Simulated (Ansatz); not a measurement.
# Transmission past a defect: zigzag graphene nanoribbon (N = 4, H edges), N in place of one C, part 3 of 5

Aim: how much does this defect scatter, and at which energies?

Ansatz 0.2.0; DFT PBE, plane waves, PAW; relaxation of a wire's period (the session's first sound run).

So far. Step 2 (The relaxed wire): The cell's length comes to 2.463 Å with an absolute moment of 0.75 μB a cell. Step 3 (The wire at its relaxed period): At the computed energy nearest the Fermi level there are 0 spin-up and 0 spin-down channels, and the thermal average gives 1.1e-4 G₀.

### 4. Relaxation of the scattering region

This step: DFT PBE, plane waves, PAW; relaxation of a junction in a wire, ends held (Ansatz 0.2.0).

System of this step: zigzag graphene nanoribbon (N = 4, H edges), N in place of one C. The cell holds 90 atoms: 18 H, 71 C and 1 N. Its edges and angles: a = 16.240 Å, b = 7.000 Å, c = 22.167 Å, α = 90.0°, β = 90.0°, γ = 90.0°. Regions: held atoms, 60 atoms (12 H and 48 C); free atoms, 30 atoms (6 H, 23 C and 1 N). Vacuum lies along a and b. The structure's axis is c.

30 atoms at the defect are free to relax, while 60 stay where the perfect wire has them, so that the ends still repeat as a lead. The cutoff is set under the files' recommended one to save time.

input.yaml reads:

```yaml
crystal:
  lattice:
    - [16.24, 0.0, 0.0]
    - [0.0, 7.0, 0.0]
    - [0.0, 0.0, 22.1668344848]
  atoms:
    - { symbol: H, position: [0.21419795, 0.5, 0.0] }
    - { symbol: C, position: [0.281445858, 0.5, 0.0], spin: 0.16 }
    - { symbol: C, position: [0.455799875, 0.5, 0.0] }
    - { symbol: C, position: [0.544200069, 0.5, 0.0] }
    - { symbol: C, position: [0.718554169, 0.5, 0.0], spin: -0.16 }
    - { symbol: H, position: [0.785802105, 0.5, 0.0] }
    - { symbol: C, position: [0.323388452, 0.5, 0.055555556], spin: -0.07 }
    - { symbol: C, position: [0.412357155, 0.5, 0.055555556], spin: 0.08 }
    - { symbol: C, position: [0.587642812, 0.5, 0.055555556], spin: -0.08 }
    - { symbol: C, position: [0.676611555, 0.5, 0.055555556], spin: 0.07 }
    - { symbol: H, position: [0.21419795, 0.5, 0.111111111] }
    - { symbol: C, position: [0.281445858, 0.5, 0.111111111], spin: 0.16 }
    - { symbol: C, position: [0.455799875, 0.5, 0.111111111] }
    - { symbol: C, position: [0.544200069, 0.5, 0.111111111] }
    - { symbol: C, position: [0.718554169, 0.5, 0.111111111], spin: -0.16 }
    - { symbol: H, position: [0.785802105, 0.5, 0.111111111] }
    - { symbol: C, position: [0.323388452, 0.5, 0.166666667], spin: -0.07 }
    - { symbol: C, position: [0.412357155, 0.5, 0.166666667], spin: 0.08 }
    - { symbol: C, position: [0.587642812, 0.5, 0.166666667], spin: -0.08 }
    - { symbol: C, position: [0.676611555, 0.5, 0.166666667], spin: 0.07 }
    - { symbol: H, position: [0.21419795, 0.5, 0.222222222] }
    - { symbol: C, position: [0.281445858, 0.5, 0.222222222], spin: 0.16 }
    - { symbol: C, position: [0.455799875, 0.5, 0.222222222] }
    - { symbol: C, position: [0.544200069, 0.5, 0.222222222] }
    - { symbol: C, position: [0.718554169, 0.5, 0.222222222], spin: -0.16 }
    - { symbol: H, position: [0.785802105, 0.5, 0.222222222] }
    - { symbol: C, position: [0.323388452, 0.5, 0.277777778], spin: -0.07 }
    - { symbol: C, position: [0.412357155, 0.5, 0.277777778], spin: 0.08 }
    - { symbol: C, position: [0.587642812, 0.5, 0.277777778], spin: -0.08 }
    - { symbol: C, position: [0.676611555, 0.5, 0.277777778], spin: 0.07 }
    - { symbol: H, position: [0.21419795, 0.5, 0.333333333] }
    - { symbol: C, position: [0.281445858, 0.5, 0.333333333], spin: 0.16 }
    - { symbol: C, position: [0.455799875, 0.5, 0.333333333] }
    - { symbol: C, position: [0.544200069, 0.5, 0.333333333] }
    - { symbol: C, position: [0.718554169, 0.5, 0.333333333], spin: -0.16 }
    - { symbol: H, position: [0.785802105, 0.5, 0.333333333] }
    - { symbol: C, position: [0.323388452, 0.5, 0.388888889], spin: -0.07 }
    - { symbol: C, position: [0.412357155, 0.5, 0.388888889], spin: 0.08 }
    - { symbol: C, position: [0.587642812, 0.5, 0.388888889], spin: -0.08 }
    - { symbol: C, position: [0.676611555, 0.5, 0.388888889], spin: 0.07 }
    - { symbol: H, position: [0.21419795, 0.5, 0.444444444] }
    - { symbol: C, position: [0.281445858, 0.5, 0.444444444], spin: 0.16 }
    - { symbol: "N", position: [0.455799875, 0.5, 0.444444444], spin: 0.3 }
    - { symbol: C, position: [0.544200069, 0.5, 0.444444444] }
    - { symbol: C, position: [0.718554169, 0.5, 0.444444444], spin: -0.16 }
    - { symbol: H, position: [0.785802105, 0.5, 0.444444444] }
    - { symbol: C, position: [0.323388452, 0.5, 0.5], spin: -0.07 }
    - { symbol: C, position: [0.412357155, 0.5, 0.5], spin: 0.08 }
    - { symbol: C, position: [0.587642812, 0.5, 0.5], spin: -0.08 }
    - { symbol: C, position: [0.676611555, 0.5, 0.5], spin: 0.07 }
    - { symbol: H, position: [0.21419795, 0.5, 0.555555556] }
    - { symbol: C, position: [0.281445858, 0.5, 0.555555556], spin: 0.16 }
    - { symbol: C, position: [0.455799875, 0.5, 0.555555556] }
    - { symbol: C, position: [0.544200069, 0.5, 0.555555556] }
    - { symbol: C, position: [0.718554169, 0.5, 0.555555556], spin: -0.16 }
    - { symbol: H, position: [0.785802105, 0.5, 0.555555556] }
    - { symbol: C, position: [0.323388452, 0.5, 0.611111111], spin: -0.07 }
    - { symbol: C, position: [0.412357155, 0.5, 0.611111111], spin: 0.08 }
    - { symbol: C, position: [0.587642812, 0.5, 0.611111111], spin: -0.08 }
    - { symbol: C, position: [0.676611555, 0.5, 0.611111111], spin: 0.07 }
    - { symbol: H, position: [0.21419795, 0.5, 0.666666667] }
    - { symbol: C, position: [0.281445858, 0.5, 0.666666667], spin: 0.16 }
    - { symbol: C, position: [0.455799875, 0.5, 0.666666667] }
    - { symbol: C, position: [0.544200069, 0.5, 0.666666667] }
    - { symbol: C, position: [0.718554169, 0.5, 0.666666667], spin: -0.16 }
    - { symbol: H, position: [0.785802105, 0.5, 0.666666667] }
    - { symbol: C, position: [0.323388452, 0.5, 0.722222222], spin: -0.07 }
    - { symbol: C, position: [0.412357155, 0.5, 0.722222222], spin: 0.08 }
    - { symbol: C, position: [0.587642812, 0.5, 0.722222222], spin: -0.08 }
    - { symbol: C, position: [0.676611555, 0.5, 0.722222222], spin: 0.07 }
    - { symbol: H, position: [0.21419795, 0.5, 0.777777778] }
    - { symbol: C, position: [0.281445858, 0.5, 0.777777778], spin: 0.16 }
    - { symbol: C, position: [0.455799875, 0.5, 0.777777778] }
    - { symbol: C, position: [0.544200069, 0.5, 0.777777778] }
    - { symbol: C, position: [0.718554169, 0.5, 0.777777778], spin: -0.16 }
    - { symbol: H, position: [0.785802105, 0.5, 0.777777778] }
    - { symbol: C, position: [0.323388452, 0.5, 0.833333333], spin: -0.07 }
    - { symbol: C, position: [0.412357155, 0.5, 0.833333333], spin: 0.08 }
    - { symbol: C, position: [0.587642812, 0.5, 0.833333333], spin: -0.08 }
    - { symbol: C, position: [0.676611555, 0.5, 0.833333333], spin: 0.07 }
    - { symbol: H, position: [0.21419795, 0.5, 0.888888889] }
    - { symbol: C, position: [0.281445858, 0.5, 0.888888889], spin: 0.16 }
    - { symbol: C, position: [0.455799875, 0.5, 0.888888889] }
    - { symbol: C, position: [0.544200069, 0.5, 0.888888889] }
    - { symbol: C, position: [0.718554169, 0.5, 0.888888889], spin: -0.16 }
    - { symbol: H, position: [0.785802105, 0.5, 0.888888889] }
    - { symbol: C, position: [0.323388452, 0.5, 0.944444444], spin: -0.07 }
    - { symbol: C, position: [0.412357155, 0.5, 0.944444444], spin: 0.08 }
    - { symbol: C, position: [0.587642812, 0.5, 0.944444444], spin: -0.08 }
    - { symbol: C, position: [0.676611555, 0.5, 0.944444444], spin: 0.07 }
magnetization:
  spin_polarized: true
kpoints:
  mp_grid: { grid: [1, 1, 2] }
scf:
  occupations: { method: fermi_dirac, width: 0.1 }
hamiltonian:
  xc: pbe
relax:
  constraints:
    - { sites: [0, 1, 2, 3, 4, 5, 6, 7, 8, 9, 10, 11, 12, 13, 14, 15, 16, 17, 18, 19, 20, 21, 22, 23, 24, 25, 26, 27, 28, 29, 60, 61, 62, 63, 64, 65, 66, 67, 68, 69, 70, 71, 72, 73, 74, 75, 76, 77, 78, 79, 80, 81, 82, 83, 84, 85, 86, 87, 88, 89] }
  f_tol: 0.06
  max_steps: 35
basis:
  ecutwfc: "350 eV"
```

Run with:

```
ansatz run input.yaml --threads 4 --pin off --max-ram 16384MiB --backend cpu --events-out ev --progress --plain --runs-dir out
```

Numbers of over 12 decimals in the logs are rounded to 6 here.

Output:

```text
[...]
Warning: crystal.symmetry: narrowed to the stabiliser of the relax constraints — unitary ops 4 → 2; lowered at sites 26, 27, 28, 29, 56, 57, 58, 59 (the operations that carried what is held of a site onto what its image site leaves free; the constrained walk keeps no symmetry that its constraints do not admit)
[...]
Crystal: 90 atoms, lattice volume = 2519.926 Å³
Basis set: ecut = 350 eV, 37487 PW (Γ), exchange–correlation on 200×90×288 points (8 copies of the dense FFT grid, shifted against one another)
Bands: 247, of which v1, the nominal top of the filled ones, is band 154 counted from 1 (153 counted from 0)
Symmetry: 2 space group operations
k-points: 2
[...]
Starting moments: Σ|m| = 5.88 μB on 55 of 90 sites
[...]
SCF iter   1: F=—  HF=-18531.210613 eV  |F-HF|=—  |Δ(HF+E_count)|=         —  Δρ=3.56e-2 (↑3.56e-2 ↓3.56e-2)  dr2=1.32e2  dr2_m=9.60e-2  M=0.027 μB ∫|m|=2.486 μB  β_m=0.30  ethr=3.10e-3  ⟨swp⟩=6.5  Hψ=4622  notcnv=0  defer=198
[...]
spin=Collinear: LDOS preconditioning applied to the charge; magnetization (m = ρ↑ − ρ↓) channel mixes plain (no charge-response kernel on spin).
SCF iter   2: F=—  HF=-18498.421877 eV  |F-HF|=—  |Δ(HF+E_count)|=    3.28e1  Δρ=2.25e-2 (↑2.24e-2 ↓2.25e-2)  dr2=5.03e1  dr2_m=5.46e-2  M=-0.005 μB ∫|m|=2.439 μB  β_m=0.30  ethr=3.10e-3  ⟨swp⟩=3.0  Hψ=1824  notcnv=0  defer=306
[...]
SCF iter  18: F=—  HF=-18480.218002 eV  |F-HF|=—  |Δ(HF+E_count)|=   1.41e-3  Δρ=1.68e-4 (↑1.68e-4 ↓1.27e-4)  dr2=7.34e-4  dr2_m=4.78e-4  M=-0.174 μB ∫|m|=3.722 μB  β_m=0.30  ethr=8.46e-9  ⟨swp⟩=3.0  Hψ=1999  notcnv=0  defer=289
[...]
spin-set hold released at iteration 18 (site moments' squared step at or under half its running peak, from the soft ceiling on): the magnetisation degrees of freedom join the quasi-Newton model from the next iteration; the mixer history was flushed
SCF iter  19: F=—  HF=-18480.218470 eV  |F-HF|=—  |Δ(HF+E_count)|=   4.68e-4  Δρ=1.53e-4 (↑1.53e-4 ↓1.25e-4)  dr2=4.27e-4  dr2_m=4.30e-4  M=-0.173 μB ∫|m|=3.763 μB  β_m=0.38  ethr=8.46e-9  ⟨swp⟩=3.0  Hψ=1325  notcnv=0  defer=289
[...]
SCF iter  24: F=-18480.220744 eV  HF=-18480.220746 eV  |F-HF|=1.70e-6  |Δ(HF+E_count)|=   3.67e-6  Δρ=5.27e-6 (↑5.27e-6 ↓4.53e-6)  dr2=2.56e-6  dr2_m=2.25e-7  M=-0.154 μB ∫|m|=4.274 μB  ethr=1.10e-9  ⟨swp⟩=3.0  Hψ=1711  notcnv=0
SCF 1 converged in 24 iterations: F = -18480.220744 eV  dr2 = 2.56e-6
[...]
relax step   1: F+E_penalty+E_count = -18480.22074383 eV  Δ(F+E_penalty+E_count) = +0.000e0 eV  max|allowed force component| = 5.172e-1 eV/Å  Δτ_max = 0.0000 Å  (24 SCF iters, dr2 threshold 9.00e-5 eV, accepted)
[...]
SCF iter   9: F=-18480.252225 eV  HF=-18480.252226 eV  |F-HF|=7.88e-7  |Δ(HF+E_count)|=   2.02e-7  Δρ=3.80e-6 (↑3.57e-6 ↓3.80e-6)  dr2=1.44e-6  dr2_m=7.73e-8  M=-0.155 μB ∫|m|=4.273 μB  ethr=1.39e-9  ⟨swp⟩=1.2  Hψ=2164  notcnv=0
the starting moments were not kept: 1 of 55 ended reversed and 54 kept their direction, counting a site from 0.1 of the cell's largest site moment. The largest reversed, site 42 (counted from 0, in the order of the report's site_moments_mub), started with +0.3 μB and closes at -8.3e-3 μB in its sphere.
SCF 2 converged in 9 iterations: F = -18480.252225 eV  dr2 = 1.44e-6
[...]
relax step   2: F+E_penalty+E_count = -18480.25222479 eV  Δ(F+E_penalty+E_count) = -3.148e-2 eV  max|allowed force component| = 1.994e-1 eV/Å  Δτ_max = 0.0195 Å  (9 SCF iters, dr2 threshold 1.67e-5 eV, accepted)
SCF iter   1: F=—  HF=-18480.260231 eV  |F-HF|=—  |Δ(HF+E_count)|=         —  Δρ=3.09e-4 (↑3.08e-4 ↓3.09e-4)  dr2=5.86e-3  dr2_m=1.21e-5  M=-0.156 μB ∫|m|=4.271 μB  β_m=0.30  ethr=1.94e-5  ⟨swp⟩=4.0  Hψ=2362  notcnv=0  defer=285
[...]
SCF iter  16: F=-18480.258212 eV  HF=-18480.258212 eV  |F-HF|=2.16e-9  |Δ(HF+E_count)|=  2.73e-10  Δρ=1.66e-7 (↑1.64e-7 ↓1.66e-7)  dr2=2.91e-9  dr2_m=5.00e-10  M=-0.154 μB ∫|m|=4.270 μB  ethr=1.00e-12  ⟨swp⟩=1.0  Hψ=1959  notcnv=0
[...]
SCF 3 converged in 16 iterations: F = -18480.258212 eV  dr2 = 2.91e-9
[...]
relax step   3: F+E_penalty+E_count = -18480.25821183 eV  Δ(F+E_penalty+E_count) = -5.987e-3 eV  max|allowed force component| = 1.327e-2 eV/Å  Δτ_max = 0.0129 Å  (16 SCF iters, accepted)
SCF converged after 16 iterations
Magnetization: -0.1545 μB (153.4228 up, 153.5772 down)
Absolute magnetization: 4.2702 μB (∫|ρ↑−ρ↓|, with the PAW one-centre terms)
[...]
Per-site moments (μB) at R_I (Å): [(-0.00134557, 0.450494), (0.034799, 0.450494), (-0.00962086, 0.585447), (0.010101, 0.585447), (-0.034551, 0.450494), (0.00134069, 0.450494), (-0.014434, 0.580517), (0.016139, 0.585447), (-0.017420, 0.585447), (0.015188, 0.580517), (-0.00125794, 0.450494), (0.032478, 0.450494), (-0.00979193, 0.585447), (0.00979823, 0.585447), (-0.035728, 0.450494), (0.00138187, 0.450494), (-0.013280, [...]
Free energy (F): -18480.258212 eV
[...]
Internal energy: -18479.935746 eV  (E = F + TS)
E sigma→0 (E₀):  -18480.096979 eV
Entropy (-TS):   -0.322465 eV (-3.583 meV/atom)
Fermi energy:    -0.979007 eV
[...]
--- Forces (eV/Å), atoms counted from 1 ---
  atom   1  H     -0.03544182     0.00000000     0.00030340
  atom   2  C      0.04959865     0.00000000     0.00064912
  atom   3  C     -0.00589173    -0.00000000    -0.00254462
  atom   4  C      0.00084351     0.00000000    -0.00722488
  atom   5  C     -0.05818295     0.00000000     0.02489196
  atom   6  H      0.03473662    -0.00000000     0.00047969
  atom   7  C     -0.03343798    -0.00000000     0.00425663
  atom   8  C      0.01120357    -0.00000000    -0.00157554
  atom   9  C     -0.02011418    -0.00000000     0.01840725
  atom  10  C      0.04333744    -0.00000000    -0.04219046
  atom  11  H     -0.03355187     0.00000000     0.00142701
  atom  12  C      0.06269509     0.00000000     0.01094401
  atom  13  C      0.00591054    -0.00000000    -0.00794611
  atom  14  C     -0.01035100     0.00000000    -0.03935993
  atom  15  C     -0.05576059    -0.00000000     0.05495461
  atom  16  H      0.03371004     0.00000000     0.00160274
  atom  17  C     -0.04143519     0.00000000     0.00075843
  atom  18  C     -0.02664724    -0.00000000     0.00171545
  atom  19  C     -0.04640663     0.00000000     0.07590389
  atom  20  C      0.07133059    -0.00000000    -0.03842335
  atom  21  H     -0.02992016    -0.00000000     0.00353781
  atom  22  C      0.05007169     0.00000000     0.07159290
  atom  23  C      0.04281704     0.00000000     0.05563742
  atom  24  C     -0.00172599    -0.00000000    -0.12500731
  atom  25  C     -0.04035367    -0.00000000     0.06023652
  atom  26  H      0.03147685     0.00000000     0.00399770
  atom  27  C      0.09911789    -0.00000000    -0.03760656
  atom  28  C     -0.11420550     0.00000000     0.20546530
  atom  29  C      0.00484071     0.00000000    -0.00764648
  atom  30  C      0.01593497    -0.00000000     0.02104262
  atom  31  H     -0.00232066     0.00000000     0.00918067
  atom  32  C      0.00189160    -0.00000000    -0.00814351
  atom  33  C     -0.00886505    -0.00000000    -0.00003258
  atom  34  C      0.00332657     0.00000000    -0.00348507
  atom  35  C     -0.00628120     0.00000000    -0.01327389
  atom  36  H      0.00157324     0.00000000     0.00508800
  atom  37  C     -0.00394267     0.00000000    -0.00541980
  atom  38  C     -0.00085645     0.00000000    -0.00312360
  atom  39  C      0.00799653    -0.00000000     0.00393230
  atom  40  C     -0.00001004    -0.00000000     0.00358409
[...]
atom  79  C     -0.01988541     0.00000000    -0.01556413
  atom  80  C      0.04313334     0.00000000     0.04179119
  atom  81  H     -0.03542521     0.00000000    -0.00033909
  atom  82  C      0.04965077     0.00000000    -0.00264398
  atom  83  C     -0.00523145    -0.00000000     0.00263495
  atom  84  C      0.00048133    -0.00000000     0.00452914
  atom  85  C     -0.05817436     0.00000000    -0.02460189
  atom  86  H      0.03473267     0.00000000    -0.00047899
  atom  87  C     -0.03193506     0.00000000     0.00100312
  atom  88  C      0.01531325    -0.00000000     0.00009121
  atom  89  C     -0.00784749    -0.00000000     0.00144624
  atom  90  C      0.03356595    -0.00000000    -0.00013022
  max |Σ_I F_I| component: 2.73e-5 eV/Å
--- Relaxed structure (3 steps of the walk, 3 accepted, 0 SCFs on fresh bases) ---
  F+E_penalty+E_count = -18480.25821183 eV   max|allowed force component| = 1.327e-2 eV/Å
  atoms:
    - { symbol: H, position: [0.214198, 0.5, -5.5555539798154047e-11] }
    - { symbol: C, position: [0.281445858, 0.5, -5.5555539798154047e-11] }
    - { symbol: C, position: [0.455800, 0.5, -5.5555539798154047e-11] }
    - { symbol: C, position: [0.544200, 0.5, -5.5555539798154047e-11] }
    - { symbol: C, position: [0.718554169, 0.5, -5.5555539798154047e-11] }
    - { symbol: H, position: [0.785802105, 0.5, -5.5555539798154047e-11] }
    - { symbol: C, position: [0.323388452, 0.5, 0.055556] }
    - { symbol: C, position: [0.412357155, 0.5, 0.055556] }
    - { symbol: C, position: [0.587642812, 0.5, 0.055556] }
    - { symbol: C, position: [0.676611555, 0.5, 0.055556] }
    - { symbol: H, position: [0.214198, 0.5, 0.111111] }
    - { symbol: C, position: [0.281445858, 0.5, 0.111111] }
    - { symbol: C, position: [0.455800, 0.5, 0.111111] }
    - { symbol: C, position: [0.544200, 0.5, 0.111111] }
    - { symbol: C, position: [0.718554169, 0.5, 0.111111] }
    - { symbol: H, position: [0.785802105, 0.5, 0.111111] }
    - { symbol: C, position: [0.323388452, 0.5, 0.166667] }
    - { symbol: C, position: [0.412357155, 0.5, 0.166667] }
    - { symbol: C, position: [0.587642812, 0.5, 0.166667] }
    - { symbol: C, position: [0.676611555, 0.5, 0.166667] }
    - { symbol: H, position: [0.214198, 0.5, 0.222222] }
    - { symbol: C, position: [0.281445858, 0.5, 0.222222] }
    - { symbol: C, position: [0.455800, 0.5, 0.222222] }
    - { symbol: C, position: [0.544200, 0.5, 0.222222] }
    - { symbol: C, position: [0.718554169, 0.5, 0.222222] }
    - { symbol: H, position: [0.785802105, 0.5, 0.222222] }
    - { symbol: C, position: [0.323388452, 0.5, 0.277778] }
    - { symbol: C, position: [0.412357155, 0.5, 0.277778] }
    - { symbol: C, position: [0.587642812, 0.5, 0.277778] }
    - { symbol: C, position: [0.676611555, 0.5, 0.277778] }
    - { symbol: H, position: [0.215389, 0.5, 0.334484] }
    - { symbol: C, position: [0.282645, 0.5, 0.333673] }
    - { symbol: C, position: [0.456119, 0.5, 0.333640] }
    - { symbol: C, position: [0.544249, 0.5, 0.333096] }
    - { symbol: C, position: [0.717760, 0.5, 0.333562] }
    - { symbol: H, position: [0.785048, 0.5, 0.334051] }
    - { symbol: C, position: [0.324499, 0.5, 0.389214] }
    - { symbol: C, position: [0.413247, 0.5, 0.389253] }
    - { symbol: C, position: [0.586499, 0.5, 0.388936] }
    - { symbol: C, position: [0.675690, 0.5, 0.389097] }
    - { symbol: H, position: [0.215243, 0.5, 0.444429] }
    - { symbol: C, position: [0.282471, 0.5, 0.444430] }
    - { symbol: N, position: [0.455816, 0.5, 0.444400] }
    - { symbol: C, position: [0.543255, 0.5, 0.444423] }
    - { symbol: C, position: [0.717627, 0.5, 0.444424] }
    - { symbol: H, position: [0.784902, 0.5, 0.444416] }
    - { symbol: C, position: [0.324503, 0.5, 0.499644] }
    - { symbol: C, position: [0.413251, 0.5, 0.499541] }
    - { symbol: C, position: [0.586516, 0.5, 0.499917] }
    - { symbol: C, position: [0.675709, 0.5, 0.499758] }
    - { symbol: H, position: [0.215427, 0.5, 0.554415] }
    - { symbol: C, position: [0.282685, 0.5, 0.555211] }
[...]
- { symbol: H, position: [0.785074, 0.5, 0.554805] }
[...]
- { symbol: H, position: [0.214198, 0.5, 0.666667] }
[...]
- { symbol: H, position: [0.785802105, 0.5, 0.666667] }
[...]
- { symbol: H, position: [0.214198, 0.5, 0.777778] }
[...]
- { symbol: H, position: [0.785802105, 0.5, 0.777778] }
    - { symbol: C, position: [0.323388452, 0.5, 0.833333] }
    - { symbol: C, position: [0.412357155, 0.5, 0.833333] }
    - { symbol: C, position: [0.587642812, 0.5, 0.833333] }
    - { symbol: C, position: [0.676611555, 0.5, 0.833333] }
    - { symbol: H, position: [0.214198, 0.5, 0.888889] }
    - { symbol: C, position: [0.281445858, 0.5, 0.888889] }
    - { symbol: C, position: [0.455800, 0.5, 0.888889] }
    - { symbol: C, position: [0.544200, 0.5, 0.888889] }
    - { symbol: C, position: [0.718554169, 0.5, 0.888889] }
    - { symbol: H, position: [0.785802105, 0.5, 0.888889] }
    - { symbol: C, position: [0.323388452, 0.5, 0.944444] }
    - { symbol: C, position: [0.412357155, 0.5, 0.944444] }
    - { symbol: C, position: [0.587642812, 0.5, 0.944444] }
    - { symbol: C, position: [0.676611555, 0.5, 0.944444] }
```

Elapsed: 3.9 min, on 4 threads of Arm Neoverse V1, shared host; peak memory 7.2 GiB; 15 min of CPU time.

The steps of the relaxation:

```
step  energy less that of the first step (eV)  largest force component (eV/Å)
   1                                   0.0000                          0.5172
   2                                  -0.0315                          0.1994
   3                                  -0.0375                          0.0133
```

The atoms that moved most (Å):

```csv
atom,dx,dy,dz,length
H51,0.020,0.000,-0.025,0.032
H31,0.019,0.000,0.026,0.032
C52,0.020,0.000,-0.008,0.022
C32,0.019,0.000,0.008,0.021
H56,-0.012,0.000,-0.017,0.020
H36,-0.012,0.000,0.016,0.020
C47,0.018,0.000,-0.008,0.020
C37,0.018,0.000,0.007,0.019
```

This step gave:

```
energy at zero smearing : -18480.0970 eV
total moment            : -0.1545 μB
absolute moment         : 4.270 μB
```

The largest force component on a free atom ends at 0.013 eV/Å, under the limit of 0.06. N ends nearest to C at 1.40 Å, C at 1.40 Å and C at 1.42 Å.

[end of part 3 of 5]

[Logs are printed without paths, hosts, clocks, repeated set-up lines and the standing remarks that a program may print on its own settings, such as how far it seeks lower states.]

[Hosts, paths, dates, database ids (printed as entryN), source tags and the programs' standing remarks are cut or masked in the printed files.]
